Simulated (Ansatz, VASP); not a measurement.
## Sb2Ru in two plane-wave programs

Aim: how closely do two programs agree when they are given the same cell, functional and k mesh?

Calculated with Ansatz 0.2.0; plane waves, with VASP 6.6.1 beside it; relaxation of cell and atoms at LDA and relaxation of cell and atoms at r2SCAN with rVV10.

## 1. The starting structure

Symmetry: Pnnm, No. 58, orthorhombic system. The conventional cell has a = 5.951 Å, b = 6.674 Å, c = 3.179 Å, α = 90.00°, β = 90.00°, γ = 90.00°. Sb has 3 Ru at 2.63 to 2.65 Å and 1 Sb at 2.86 Å nearest. Nearest to Ru lie 6 Sb at 2.63 to 2.65 Å. Farther neighbours are not listed.

## 2. Ansatz: relaxation of cell and atoms, LDA

Ansatz runs on its default PAW (the set named soft_2) files.

The relaxed volume is the usual yardstick between codes: its relative difference is about their pressure difference at one cell divided by the bulk modulus.

File input.yaml:

```yaml
crystal:
  lattice:
    - [5.9514, 0.0, 0.0]
    - [0.0, 6.6743, 0.0]
    - [0.0, 0.0, 3.179]
  atoms:
    - { symbol: Sb, position: [0.1812, 0.359, 0.0] }
    - { symbol: Sb, position: [0.8188, 0.641, 0.0] }
    - { symbol: Sb, position: [0.6812, 0.141, 0.5] }
    - { symbol: Sb, position: [0.3188, 0.859, 0.5] }
    - { symbol: Ru, position: [0.0, 0.0, 0.0] }
    - { symbol: Ru, position: [0.5, 0.5, 0.5] }
hamiltonian:
  xc: lda
  pseudopotentials: { kind: paw }
kpoints:
  mp_grid: { grid: [5, 4, 8] }
scf:
  occupations: { method: fermi_dirac, width: 0.05 }
relax:
  f_tol: 0.01
  max_steps: 60
  cell: { stress_tol: 0.05 }
output:
  forces: true
  stress: true
  write_density: true
  write_potential: true
  elf: true
  volumetric_format: npy
```

Command:

```console
$ ansatz run input.yaml --threads 4 --pin off --max-ram 9216MiB --backend cpu --events-out ev --progress --plain --runs-dir out
```

Numbers of over 12 decimals in the logs are rounded to 6 here.

Output:

```text
Engine: ansatz 0.2.0, aarch64-unknown-linux-gnu
Pseudopotentials: kind: paw
Pseudopotential: Sb, paw, valence charge 15, recommended cutoff 420 eV (normal), Sb.paw.azcp
Pseudopotential: Ru, paw, valence charge 16, recommended cutoff 420 eV (normal), Ru.paw.azcp
Functional definition: SPW92
  exchange = slater_x
  correlation = pw_c
Crystal: 6 atoms, lattice volume = 126.274 Å³
Basis set: ecut = 420 eV, 2471 PW (Γ)
Bands: 56, of which v1, the nominal top of the filled ones, is band 46 counted from 1 (45 counted from 0)
Symmetry: 8 space group operations
Space group: Pnnm (ITA 58), of the structure as read, at distance tolerance 5.0e-5 Å
k-points: 45 of 160
Non-local potential: Sb, projectors of the file, l = 0: 2, l = 1: 2, l = 2: 2, l = 3: 2
Non-local potential: Ru, projectors of the file, l = 0: 3, l = 1: 2, l = 2: 2, l = 3: 1
PAW form: soft (Blöchl's): semilocal exchange-correlation on the pseudo side does not see the compensation charge
PAW frozen core: Sb, regenerated for the run's functional, and the local potential with it (the file was generated under x = pbe(κ = 0.804, μ = 0.219515), c = pbe(β = 0.066725))
PAW frozen core: Ru, regenerated for the run's functional, and the local potential with it (the file was generated under x = pbe(κ = 0.804, μ = 0.219515), c = pbe(β = 0.066725))
PAW one-centre angular grid: Sb, 590 points (default); XC on 64 Gauss nodes
PAW one-centre angular grid: Ru, 590 points (default); XC on 64 Gauss nodes
Initial density: superposition of atomic densities (neutral atoms: chi_scale 0, normalization atom), corrected by the library's trained network
Initial wavefunctions: pseudopotential atomic-orbital guess
Functional: x = slater, c = lda
SCF iter   1: F=—  HF=-36861.407614 eV  |F-HF|=—  |Δ(HF+E_count)|=         —  Δρ=1.02e-2  dr2=1.36e-1  ethr=1.77e-3  ⟨swp⟩=6.6  Hψ=9581  notcnv=0  defer=15
preconditioner: auto → Resta (q_TF=auto, 2.588 Å⁻¹)  ε∞=3.0  [insulator: Δε(μ)=0.222 eV  Ē_g=20.596 eV  σ=0.050 eV  W_gap=0.79  n_scr=38 (ndim 8)  ℏωp=28.8 eV  f_vac=0.000  D(μ)=0.16/eV (n_scr^D=0)  ε∞_Penn≈3.0]
SCF iter   2: F=—  HF=-36861.387007 eV  |F-HF|=—  |Δ(HF+E_count)|=   2.06e-2  Δρ=4.54e-3  dr2=2.73e-2  ethr=1.48e-4  ⟨swp⟩=2.0  Hψ=3297  notcnv=0  defer=78
SCF iter   3: F=—  HF=-36861.381718 eV  |F-HF|=—  |Δ(HF+E_count)|=   5.29e-3  Δρ=5.43e-4  dr2=4.10e-4  ethr=2.97e-5  ⟨swp⟩=2.4  Hψ=3040  notcnv=0  defer=78
SCF iter   4: F=—  HF=-36861.381627 eV  |F-HF|=—  |Δ(HF+E_count)|=   9.13e-5  Δρ=6.73e-5  dr2=3.77e-6  ethr=4.46e-7  ⟨swp⟩=2.0  Hψ=3453  notcnv=0  defer=78
SCF iter   5: F=—  HF=-36861.381624 eV  |F-HF|=—  |Δ(HF+E_count)|=   3.01e-6  Δρ=2.00e-5  dr2=5.16e-7  ethr=4.10e-9  ⟨swp⟩=2.0  Hψ=4454  notcnv=0  defer=78
SCF iter   6: F=-36861.381624 eV  HF=-36861.381624 eV  |F-HF|=3.95e-9  |Δ(HF+E_count)|=   1.95e-7  Δρ=4.12e-6  dr2=1.78e-8  ethr=1.09e-10  ⟨swp⟩=9.0  Hψ=15709  notcnv=0
SCF 1 converged in 6 iterations: F = -36861.381624 eV  dr2 = 1.78e-8
  greatest PAW one-centre occupation: 1.000 electrons in one spin orbital (limit 2), on the Ru atom at site 5 (counted from 0), in its partial waves of l = 0
relax step   1: F+E_penalty+E_count = -36861.38162386 eV  Δ(F+E_penalty+E_count) = +0.000e0 eV  max|allowed force component| = 1.333e-1 eV/Å  Δτ_max = 0.0000 Å  P = -2.845 GPa  Ω = 126.274 Å³  (6 SCF iters, dr2 threshold 1.00e-7 eV, accepted)
[...]
relax step   2: F+E_penalty+E_count = -36861.31835966 eV  Δ(F+E_penalty+E_count) = +6.326e-2 eV  max|allowed force component| = 2.684e-1 eV/Å  Δτ_max = 0.0342 Å  P = +5.739 GPa  Ω = 119.196 Å³  energy of the carried Pulay correction = +2.381e-3 eV  (6 SCF iters, dr2 threshold 6.00e-7 eV, rejected (line search))
[...]
relax step   3: F+E_penalty+E_count = -36861.40884063 eV  Δ(F+E_penalty+E_count) = -2.722e-2 eV  max|allowed force component| = 3.001e-2 eV/Å  Δτ_max = 0.0127 Å  P = -0.149 GPa  Ω = 123.950 Å³  energy of the carried Pulay correction = +7.669e-4 eV  (9 SCF iters, accepted)
[...]
relax step   4: F+E_penalty+E_count = -36861.40725850 eV  Δ(F+E_penalty+E_count) = +1.582e-3 eV  max|allowed force component| = 3.545e-2 eV/Å  Δτ_max = 0.0126 Å  P = +0.300 GPa  Ω = 123.331 Å³  energy of the carried Pulay correction = +9.736e-4 eV  (6 SCF iters, dr2 threshold 6.00e-7 eV, rejected (line search))
[...]
relax step   5: F+E_penalty+E_count = -36861.41036609 eV  Δ(F+E_penalty+E_count) = -1.525e-3 eV  max|allowed force component| = 9.823e-3 eV/Å  Δτ_max = 0.0057 Å  P = +0.010 GPa  Ω = 123.691 Å³  energy of the carried Pulay correction = +8.533e-4 eV  (6 SCF iters, accepted)
[...]
relax step   6: F+E_penalty+E_count = -36861.41037641 eV  Δ(F+E_penalty+E_count) = -1.032e-5 eV  max|allowed force component| = 6.489e-4 eV/Å  Δτ_max = 0.0006 Å  P = +0.002 GPa  Ω = 123.710 Å³  energy of the carried Pulay correction = +8.469e-4 eV  (6 SCF iters, accepted)
[...]
relax step   7: F+E_penalty+E_count = -36861.40950921 eV  Δ(F+E_penalty+E_count) = +8.672e-4 eV  max|allowed force component| = 7.007e-4 eV/Å  Δτ_max = 0.0000 Å  P = +0.004 GPa  Ω = 123.710 Å³  stress off target by 2.70e-2 GPa  SCF on the basis re-selected at this cell (its energy is not comparable with the rows above)  (8 SCF iters)
basis re-selected at this cell: Δ(F+E_penalty+E_count) = +8.672e-4 eV, ΔP = +0.003 GPa vs the last step (what re-selecting the basis moved, of the pressure what is left beyond the Pulay correction that the steps carried, after the strain that the cell walked since its last selection, with what the two solves' SCF thresholds leave and, on support functions, any second-order correction that the steps lacked; it is no m [...]
SCF converged after 8 iterations
Free energy (F): -36861.409509 eV
Harris-Foulkes:  -36861.409509 eV  (|F-HF|=7.28e-12)
Internal energy: -36861.406449 eV  (E = F + TS)
E sigma→0 (E₀):  -36861.407979 eV
Entropy (-TS):   -0.003061 eV (-0.510 meV/atom)
Fermi energy:    14.705253 eV
--- Per-component energies (eV) ---
  E_band       = -735.518415
  E_kinetic    = 1876.727075
  E_local      = -8951.206206  (includes V_loc(G=0)·N_el)
  E_nonlocal   = 2172.931883
  E_hartree    = 3743.211033
  E_xc         = -935.786424
  E_vxc        = -874.260921  (∫ρ·V_xc dr)
  E_paw        = -24398.618265  (= ΣΔE_a)
  E_vpaw       = -2446.131841  (= ΣTr[D̂ρ^β])
  E_aug_tail   = -0.000471  (compensation charges beyond the density's cutoff)
  E_ewald      = -10372.043738
  E_core_change = 3.378664  (= ΣΔE_core)
  E_smearing   = -0.003061  (= −TS)
  E_closure    = 0.000000  (closes the sum)
  Σ components = -36861.409509   (vs F -36861.409509, Δ=0.00e0)
--- Forces (eV/Å), atoms counted from 1 ---
  atom   1  Sb    -0.00070069     0.00054724     0.00000000
  atom   2  Sb     0.00070069    -0.00054724     0.00000000
  atom   3  Sb    -0.00070069    -0.00054724     0.00000000
  atom   4  Sb     0.00070069     0.00054724     0.00000000
  atom   5  Ru     0.00000000     0.00000000     0.00000000
  atom   6  Ru     0.00000000     0.00000000     0.00000000
  max |Σ_I F_I| component: 5.05e-29 eV/Å
--- Stress (GPa, compression-positive) ---
        0.027017       0.000000       0.000000
        0.000000      -0.005757       0.000000
        0.000000       0.000000      -0.008702
  P = ⅓ Tr σ = 0.0042 GPa (0.042 kbar)
--- Band table (eV; the first three rows and the last of 45) ---
  k-point 0: bands = [... 42 lower, 13.5045, 13.9987, 14.0005, 14.0316, 16.4749, 17.1364, 18.2165, 18.6880, ... 6 higher]
  k-point 1: bands = [... 42 lower, 13.4654, 13.7178, 13.8621, 13.9521, 15.7082, 16.5670, 17.7231, 18.1818, ... 6 higher]
  k-point 2: bands = [... 42 lower, 13.2349, 13.6058, 13.6430, 13.8031, 14.7407, 15.8091, 16.4796, 17.1351, ... 6 higher]
  k-point 44: bands = [... 42 lower, 13.0567, 13.0567, 14.6207, 14.6207, 15.3288, 15.3288, 17.2015, 17.2015, ... 6 higher]
--- Relaxed structure (6 steps of the walk, 4 accepted, 1 SCFs on fresh bases) ---
  F+E_penalty+E_count = -36861.40950921 eV   max|allowed force component| = 7.007e-4 eV/Å   (the final SCF, on the basis selected at the relaxed cell)
  cell:  # Å, volume = 123.7101 Å³
    - [5.916030, 0.0, 0.0]
    - [0.0, 6.621392, 0.0]
    - [0.0, 0.0, 3.158098]
  atoms:
    - { symbol: Sb, position: [0.182267, 0.357477, 0.0] }
    - { symbol: Sb, position: [0.817733, 0.642523, 0.0] }
    - { symbol: Sb, position: [0.682267, 0.142523, 0.500000] }
    - { symbol: Sb, position: [0.317733, 0.857477, 0.500000] }
    - { symbol: Ru, position: [0, 0.0, 0.0] }
    - { symbol: Ru, position: [0.5, 0.500000, 0.500000] }
```

The job ended after 33 s (4 threads of Arm Neoverse V1, shared host; peak memory 0.63 GiB; 2.2 min of CPU time).

## 3. VASP: relaxation of cell and atoms, LDA

The same cell, functional (in two slightly different forms), mesh and smearing now go to VASP, with its own data sets and cutoff.

Lines of VASP's logs that name or quote its potential files are left out, and so is its time.

File INCAR:

```
SYSTEM = Sb2Ru
PREC = Accurate
ENCUT = 520
EDIFF = 1E-06
NELM = 100
ISMEAR = -1
SIGMA = 0.05
LREAL = .FALSE.
ALGO = Normal
GGA = CA
NBANDS = 30
LASPH = .TRUE.
LORBIT = 11
LWAVE = .FALSE.
LCHARG = .FALSE.
KPAR = 4
IBRION = 2
NSW = 60
ISIF = 3
EDIFFG = -0.01
```

File POSCAR:

```
Sb2Ru
1.0
    5.9514000000      0.0000000000      0.0000000000
    0.0000000000      6.6743000000      0.0000000000
    0.0000000000      0.0000000000      3.1790000000
Sb Ru
4 2
Direct
    0.1812000000      0.3590000000      0.0000000000
    0.8188000000      0.6410000000      0.0000000000
    0.6812000000      0.1410000000      0.5000000000
    0.3188000000      0.8590000000      0.5000000000
    0.0000000000      0.0000000000      0.0000000000
    0.5000000000      0.5000000000      0.5000000000
```

File KPOINTS:

```
Automatic mesh
0
Gamma
5 4 8
0 0 0
```

PAW data sets: Sb and Ru_pv (PBE family, release 64).

Command:

```console
$ mpirun -np 4 vasp_std
```

Output:

```text
[banner, memory and clock lines left out]
running    4 mpi-ranks, on    1 nodes
 distrk:  each k-point on    1 cores,    4 groups
 distr:  one band on    1 cores,    1 groups

 POSCAR found type information on POSCAR SbRu
 POSCAR found :  2 types and       6 ions
|                                                                             |
|               ----> ADVICE to this user running VASP <----                  |
|                                                                             |
|     You enforced a specific xc type in the INCAR file but a different       |
|     [... a line on the potential file left out ...]
|     I HOPE YOU KNOW WHAT YOU ARE DOING!                                     |
|                                                                             |

 LDA part: xc-table for (Slater(with rela. corr.)+CA(PZ))
 , standard interpolation
 POSCAR, INCAR and KPOINTS ok, starting setup
 FFT: planning ... GRIDC
 FFT: planning ... GRID_SOFT
 FFT: planning ... GRID
 WAVECAR not read
 entering main loop
       N       E                     dE             d eps       ncg     rms          rms(c)
DAV:   1     0.384009893120E+03    0.38401E+03   -0.23127E+04  3148   0.143E+03
DAV:   2    -0.214369200554E+02   -0.40545E+03   -0.38987E+03  3056   0.349E+02
DAV:   3    -0.429658301669E+02   -0.21529E+02   -0.20550E+02  3408   0.752E+01
DAV:   4    -0.434455051700E+02   -0.47968E+00   -0.47820E+00  3082   0.118E+01
DAV:   5    -0.434579179467E+02   -0.12413E-01   -0.12410E-01  3766   0.207E+00    0.153E+01
DAV:   6    -0.426916769476E+02    0.76624E+00   -0.34179E+00  3054   0.139E+01    0.482E+00
DAV:   7    -0.424697168838E+02    0.22196E+00   -0.17386E+00  3124   0.945E+00    0.550E+00
DAV:   8    -0.422875193869E+02    0.18220E+00   -0.61550E-01  2916   0.605E+00    0.484E-01
DAV:   9    -0.422879051091E+02   -0.38572E-03   -0.35261E-02  3480   0.926E-01    0.345E-01
DAV:  10    -0.422868055424E+02    0.10996E-02   -0.35407E-03  3130   0.416E-01    0.991E-02
DAV:  11    -0.422867881996E+02    0.17343E-04   -0.27126E-04  3040   0.106E-01    0.312E-02
DAV:  12    -0.422867846884E+02    0.35112E-05   -0.40020E-05  3146   0.412E-02    0.940E-03
DAV:  13    -0.422867844047E+02    0.28370E-06   -0.47397E-06  3004   0.140E-02
   1 F= -.42286784E+02 E0= -.42285233E+02  d E =-.422868E+02
[...]
2 F= -.42263228E+02 E0= -.42261402E+02  d E =0.235564E-01
[...]
3 F= -.42304456E+02 E0= -.42302806E+02  d E =-.176714E-01
[...]
4 F= -.42307430E+02 E0= -.42305757E+02  d E =-.297373E-02
[...]
5 F= -.42307736E+02 E0= -.42306051E+02  d E =-.327995E-02
[...]
6 F= -.42307839E+02 E0= -.42306163E+02  d E =-.103174E-03
[...]
7 F= -.42307848E+02 E0= -.42306171E+02  d E =-.112610E-03
 curvature:  -0.40 expect dE=-0.173E-04 dE for cont linesearch -0.630E-08
 trial: gam= 0.15391 g(F)=  0.710E-05 g(S)=  0.361E-04 ort =-0.226E-05 (trialstep = 0.916E+00)
 search vector abs. value=  0.501E-04
 bond charge predicted
       N       E                     dE             d eps       ncg     rms          rms(c)
DAV:   1    -0.423080243345E+02   -0.17563E-03   -0.47659E-03  2724   0.463E-01    0.923E-02
DAV:   2    -0.423079245118E+02    0.99823E-04   -0.71528E-04  2920   0.211E-01    0.508E-02
DAV:   3    -0.423078756117E+02    0.48900E-04   -0.16365E-04  3046   0.996E-02    0.203E-02
DAV:   4    -0.423078661866E+02    0.94252E-05   -0.36415E-05  3064   0.379E-02    0.604E-03
DAV:   5    -0.423078663416E+02   -0.15508E-06   -0.23941E-06  2158   0.877E-03
   8 F= -.42307866E+02 E0= -.42306184E+02  d E =-.179798E-04
 trial-energy change:   -0.000018  1 .order   -0.000018   -0.000039    0.000002
 step:   0.8664(harm=  0.8664)  dis= 0.00028  next Energy=   -42.307867 (dE=-0.185E-04)
 reached required accuracy - stopping structural energy minimisation
```

OUTCAR, selected parts (step 3):

```text
ion  position               nearest neighbor table
   1  0.181  0.359  0.000-   5 2.63   6 2.65   6 2.65   2 2.86   3 3.67   3 3.67   3 3.67   3 3.67

  LATTYP: Found a simple orthorhombic cell.
 ALAT       =     3.1790000000
 B/A-ratio  =     1.8720981441
 C/A-ratio  =     2.0994966971

 Subroutine GETGRP returns: Found  8 space group operations
 (whereof  4 operations were pure point group operations)

The static configuration has the point symmetry C_2h.
 The point group associated with its full space group is D_2h.

 Found     45 irreducible k-points:

   k-points           NKPTS =     45   k-points in BZ     NKDIM =     45   number of bands    NBANDS=     30

   dimension x,y,z NGX =    48 NGY =   50 NGZ =   24
   dimension x,y,z NGXF=    96 NGYF=  100 NGZF=   48

   ENCUT  =  520.0 eV  38.22 Ry    6.18 a.u.  11.07 12.41  5.91*2*pi/ulx,y,z

   NELECT =      48.0000    total number of electrons

 k-points in reciprocal lattice and weights: Automatic mesh
   0.00000000  0.00000000  0.00000000       0.006
   0.20000000  0.00000000  0.00000000       0.013
   0.40000000  0.00000000  0.00000000       0.013
   0.00000000  0.25000000  0.00000000       0.013
   0.20000000  0.25000000  0.00000000       0.025
   0.40000000  0.25000000  0.00000000       0.025
   0.00000000  0.50000000  0.00000000       0.006
   0.20000000  0.50000000  0.00000000       0.013
   0.40000000  0.50000000  0.00000000       0.013
[...]
0.20000000  0.50000000  0.50000000       0.013
   0.40000000  0.50000000  0.50000000       0.013

 average (electrostatic) potential at core
       1 -82.3435       2 -82.3435       3 -82.3435       4 -82.3435       5 -69.2585
       6 -69.2585

 E-fermi :   9.6037

 k-point     1 :       0.0000    0.0000    0.0000
  band No.  band energies     occupation
    ...
     20       7.8218      2.00000
     21       8.4053      2.00000
     22       8.8932      2.00000
     23       8.8986      2.00000
     24       8.9254      2.00000
     25      11.3720      0.00000
     26      12.0338      0.00000
     27      13.1035      0.00000
     28      13.5749      0.00000
     29      14.3322      0.00000
    ...

 k-point     2 :       0.2000    0.0000    0.0000
  band No.  band energies     occupation
    ...
     20       7.8062      2.00000
     21       8.8143      2.00000
     22       8.8145      2.00000
     23       8.8594      2.00000
     24       8.8995      2.00000
     25      11.5181      0.00000
     26      12.3769      0.00000
     27      12.8640      0.00000
     28      13.2535      0.00000
     29      14.5370      0.00000
    ...

 k-point     3 :       0.4000    0.0000    0.0000
  band No.  band energies     occupation
    ...
     20       7.8695      2.00000
     21       8.7348      2.00000
     22       8.8258      2.00000
     23       8.8485      2.00000
     24       8.9970      1.99999
     25      12.1287      0.00000
     26      12.4181      0.00000
     27      13.2857      0.00000
     28      13.4646      0.00000
     29      14.1120      0.00000
    ...

  Total       -0.0120237     -0.0172300     -0.0104466      0.0000000      0.0000000      0.0000000
  in kB       -0.1549624     -0.2220612     -0.1346356      0.0000000      0.0000000      0.0000000
  external PRESSURE =      -0.1705530 kB  Pullay stress =       0.0000000 kB

  energy-cutoff  :      520.00
  volume of cell :      124.32
      direct lattice vectors                 reciprocal lattice vectors
     5.926880202 -0.000000000  0.000000000     0.168722830  0.000000000  0.000000000
    -0.000000000  6.630137844  0.000000000     0.000000000  0.150826427  0.000000000
     0.000000000  0.000000000  3.163553259     0.000000000  0.000000000  0.316100258

 POSITION                                       TOTAL-FORCE (eV/Angst)
 -----------------------------------------------------------------------------------
      1.08256      2.36794      0.00000        -0.001460     -0.000790      0.000000
      4.84432      4.26219      0.00000         0.001460      0.000790      0.000000
      4.04600      0.94712      1.58178        -0.001460      0.000790      0.000000
      1.88088      5.68301      1.58178         0.001460     -0.000790      0.000000
     -0.00000      6.63014      0.00000         0.000000     -0.000000      0.000000
      2.96344      3.31507      1.58178        -0.000000     -0.000000      0.000000
 -----------------------------------------------------------------------------------
    total drift:                               -0.000000     -0.000000     -0.000000

  FREE ENERGIE OF THE ION-ELECTRON SYSTEM (eV)
  ---------------------------------------------------
  free  energy   TOTEN  =       -42.3078663416 eV

  energy  without entropy=      -42.3045021926  energy(sigma->0) =      -42.30618427

 reached required accuracy - stopping structural energy minimisation

 total charge
# of ion       s       p       d       tot
------------------------------------------
    1        1.157   1.257   0.072   2.485
    2        1.157   1.257   0.072   2.485
    3        1.157   1.257   0.072   2.485
    4        1.157   1.257   0.072   2.485
    5        0.308   6.263   6.198  12.769
    6        0.308   6.263   6.198  12.769
--------------------------------------------------
tot          5.246  17.553  12.681  35.480

[... 3 further parts left out ...]
```

CONTCAR:

```
Sb2Ru
   1.00000000000000
     5.9268802016745479   -0.0000000000000000    0.0000000000000000
    -0.0000000000000000    6.6301378437588507    0.0000000000000000
     0.0000000000000000    0.0000000000000000    3.1635532592097246
  Sb              Ru
     4     2
Direct
     0.1826518998781356    0.3571485875814786    0.0000000000000000
     0.8173481001218644    0.6428514124185213    0.0000000000000000
     0.6826518998781356    0.1428514124185215    0.5000000000000000
     0.3173481001218644    0.8571485875814787    0.5000000000000000
     0.0000000000000000    1.0000000000000000    0.0000000000000000
     0.5000000000000000    0.5000000000000000    0.5000000000000000
```

The PAW data sets were made with PBE, though LDA sets exist; this is a small mismatch.

(Part 1 of 2 ends here.)

[Lines on the potential files, build, host, timing and source positions are cut from VASP's logs without a mark.]

[Logs are printed without paths, hosts, clocks, repeated set-up lines and the standing remarks that a program may print on its own settings, such as how far it seeks lower states.]

[Hosts, paths, dates, database ids (printed as entryN), source tags and the programs' standing remarks are cut or masked in the printed files.]

[VASP's PBE data sets in a run with another functional are called a small mismatch above; for pressures it isn't always small: they can move by 1 GPa and more.]
